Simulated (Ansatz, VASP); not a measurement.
# Two plane-wave programs on Si

```
CELL_PARAMETERS angstrom
2.64212 0.00000 0.00000
-1.32106 2.28814 0.00000
0.00000 0.00000 2.49691
ATOMIC_POSITIONS crystal
Si 0.00000 0.00000 0.00000
```

Alike in both runs: functional PBE; k mesh 18 × 18 × 16; occupations gaussian, width 0.1 eV; no spin polarisation.

Ansatz relaxed the structure, and its values are those at the end. VASP's run is a single point on that final structure, the one shown.

|  | VASP | Ansatz |
| --- | --- | --- |
| version | VASP 6.6.1 | Ansatz 0.2.0 |
| potentials or method | VASP PAW PBE potentials, release 64 (Si) | scalar-relativistic, plane waves, PAW |
| plane-wave cutoff (eV) | 520 | 420 |
| valence electrons in the cell | 4 | 4 |

|  | VASP | Ansatz | Ansatz less VASP |
| --- | --- | --- | --- |
| gap on the k mesh at the Fermi level (eV) | none | none | - |
| pressure (GPa) | -0.1 | 0.0 | +0.05 |

A gap of «none» marks a metal or a gap that the smearing closes.
